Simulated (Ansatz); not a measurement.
# Structures of Ti₂O: which is lowest?

Plane-wave DFT in Ansatz with scalar-relativistic PAW potentials, cutoff 420 eV, Γ-centred meshes chosen by cell and gap, Gaussian smearing with energies taken to zero width. Every cell was relaxed (cell and atoms) in a run of its own, within the symmetry of its start. Functional: PBEsol.

Relaxed structures (starts from databases or built by putting these elements on another compound's sites):
A. P-3m1, 3 atoms in the computed cell, a = 2.953 Å, c = 4.724 Å; sites (symmetry × multiplicity) Ti 3m. × 2, O -3m. × 1; start: database
B. P2/m, 9 atoms in the computed cell, a = 4.595 Å, b = 2.920 Å, c = 8.132 Å, β = 92.0°; sites (symmetry × multiplicity) Ti m × 2 + m × 2 + m × 2, O 2/m × 1 + m × 2; start: database
C. P6_3/mmc, 6 atoms in the computed cell, a = 2.886 Å, c = 9.949 Å; sites (symmetry × multiplicity) Ti 3m. × 4, O -6m2 × 2; start: built

Q: Rank them by energy. Could pressure change the order?

A:
| structure | group | E − E(lowest) (meV/atom) | V (Å³/atom) | gap on mesh (eV) |
| --- | --- | --- | --- | --- |
| A | P-3m1 | 0.0 | 11.89 | 0.00 |
| B | P2/m | 42 | 12.12 | 0.00 |
| C | P6_3/mmc | 111 | 11.97 | 0.00 |

A is lowest, 42 meV/atom under B. The lowest is also the densest of these, so pressure wouldn't bring one of the others in at first order. Other structures may lie lower than all of these, and vibrations aren't counted.

Spin polarisation was left out, and a magnetic state may lie lower.